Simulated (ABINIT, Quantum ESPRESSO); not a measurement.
# AlN: electronic dielectric constant by level of theory

The structure is cubic, space group F-43m (No. 216). The conventional cell has a = 4.368 Å, b = 4.368 Å, c = 4.368 Å, α = 90.00°, β = 90.00°, γ = 90.00°. Around Al (site symmetry -43m) lie 4 N at 1.89 Å. N (site symmetry -43m) is surrounded by 4 Al at 1.89 Å.

Measurements of this composition are mostly on another form, of space group No. 186.

| rung | level | program and potentials | cutoff (eV) | k mesh | smearing | task | core time | chip | electronic dielectric constant | notes |
| --- | --- | --- | --- | --- | --- | --- | --- | --- | --- | --- |
| GGA | AM05 | Quantum ESPRESSO, PseudoDojo 0.4.1 SR PBE standard | 1143 | 6 × 6 × 6, shifted | fixed | phonons | 40 s | AMD EPYC 9R45 Zen 5 | 4.64 | potentials made for PBE; cell relaxed first (10.52 Å³/atom) |
| GGA | WC | Quantum ESPRESSO, PseudoDojo 0.4.1 SR PBE standard | 1143 | 6 × 6 × 6, shifted | fixed | phonons | 40 s | AMD EPYC 9R45 Zen 5 | 4.62 | potentials made for PBE; cell relaxed first (10.55 Å³/atom) |
| GGA | RPBE | Quantum ESPRESSO, PseudoDojo 0.4.1 SR PBE standard | 1143 | 6 × 6 × 6, shifted | fixed | phonons | 87 s | Intel Xeon Platinum 8488C Sapphire Rapids | 4.57 | potentials made for PBE; cell relaxed first (10.70 Å³/atom) |
| GGA | PBE | ABINIT, PseudoDojo NC SR PBE v0.4.1 standard | 952 | 4 × 4 × 4, 4 shifts | fixed | dielectric tensor | 90 s | Arm Neoverse V1 | (a) | - |
| LDA | LDA | ABINIT, PseudoDojo NC SR LDA v0.4.1 standard | 980 | 4 × 4 × 4, 4 shifts | fixed | phonons | 1.8 min | Arm Neoverse V1 | 4.54 | - |
| GGA | PBE | Quantum ESPRESSO, SSSP 1.3 efficiency PBE | 816 | 6 × 6 × 6, shifted | fixed | phonons | 2.3 min | Intel Xeon Platinum 8488C Sapphire Rapids | 4.62 | cell relaxed first (10.67 Å³/atom) |
| GGA + dispersion | PBE+D2 | Quantum ESPRESSO, PseudoDojo 0.4.1 SR PBE standard | 1143 | 6 × 6 × 6, shifted | fixed | phonons | 2.4 min | Arm Neoverse V1 | 4.56 | cell relaxed first (10.51 Å³/atom) |
| GGA + dispersion | PBE+D3(BJ) | Quantum ESPRESSO, PseudoDojo 0.4.1 SR PBE standard | 1143 | 6 × 6 × 6, shifted | fixed | phonons | 2.4 min | Arm Neoverse V1 | 4.54 | cell relaxed first (10.43 Å³/atom) |
| GGA | PBE | ABINIT, PseudoDojo NC SR PBE v0.5 standard | 980 | 6 × 6 × 6, 4 shifts | fixed | dielectric tensor | 4.9 min | Arm Neoverse V1 | 4.54 | - |
| GGA | PBEsol | ABINIT, PseudoDojo NC SR PBEsol v0.4.1 standard | 980 | 6 × 6 × 6, 4 shifts | fixed | dielectric tensor | 5 min | Arm Neoverse V1 | 4.60 | - |
| GGA | PBE | Quantum ESPRESSO, PseudoDojo 0.4.1 SR PBE standard | 1143 | 6 × 6 × 6, shifted | fixed | phonons and Raman activities | 35 min | Arm Neoverse N1 | 4.58 | cell relaxed first (10.65 Å³/atom) |
| GGA | PBE | Quantum ESPRESSO, PseudoDojo 0.4.1 SR PBE standard | 1143 | 4 × 4 × 4, shifted | fixed | phonon dispersion | 41 min | Arm Neoverse N1 | 4.59 | coarse mesh; cell relaxed first (10.65 Å³/atom) |

Times are single runs on shared hosts and different chips, so they are rough; meshes, cutoffs and the tasks' sizes weigh on the time. All rows: no spin polarisation. Smearing widths are in eV. Meshes differ between rows, which moves values too. All levels ran on this one cell, unrelaxed unless noted. Meshes are those of the run's cell of 2 atoms unless a note names another. Runs on faulty files, with rough fits or with known faults for this quantity aren't shown. No row holds spin-orbit coupling.

Task: Estimate the value left out from the other rows.

Result: (a) 4.55.
